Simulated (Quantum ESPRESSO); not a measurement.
WS2 (Tungstenite):

```xyz
6
Lattice="3.1800 0.0000 0.0000 -1.5900 2.7540 0.0000 0.0000 0.0000 12.5000" Properties=species:S:1:pos:R:3 pbc="T T T"
W     1.5900    0.9180    9.3750
W     0.0000    1.8360    3.1250
S     1.5900    0.9180    4.6875
S     0.0000    1.8360   10.9375
S     1.5900    0.9180    1.5625
S     0.0000    1.8360    7.8125
```

Base run:

| Item | Value |
| --- | --- |
| Program | Quantum ESPRESSO 7.5 |
| Functional | LDA |
| Potentials or basis | GBRV 1.5 LDA |
| Cutoff | 762 eV |
| Density cutoff | 6095 eV |
| k mesh | 10 × 10 × 3 |
| Occupations | fermi-dirac, width 0.05 eV |
| Spin | no spin polarisation |

Its results: band gap on the k mesh 1.04 eV, indirect (least direct gap 2.06 eV); pressure -5.3 GPa; largest force 0.310 eV/Å.

Task: After a change of settings the same cell gave: band gap on the k mesh 1.04 eV, indirect (least direct gap 2.06 eV); pressure -5.9 GPa; largest force 0.310 eV/Å. Which change was it?
A. functional from LDA to PBE; potentials or basis from GBRV 1.5 LDA to SSSP 1.3 efficiency PBE; cutoff from 762 eV to 748 eV; density cutoff from 6095 eV to 5987 eV
B. functional from LDA to PBEsol; potentials or basis from GBRV 1.5 LDA to GBRV 1.5 PBEsol
C. functional from LDA to PBE; potentials or basis from GBRV 1.5 LDA to GBRV 1.5 PBE; cutoff from 762 eV to 612 eV; density cutoff from 6095 eV to 4898 eV
D. cutoff from 762 eV to 612 eV; density cutoff from 6095 eV to 4898 eV

Result: D.

Caveats: spin-orbit coupling is left out, which moves the levels of the heavy elements.

Not every run made on this cell is shown here.
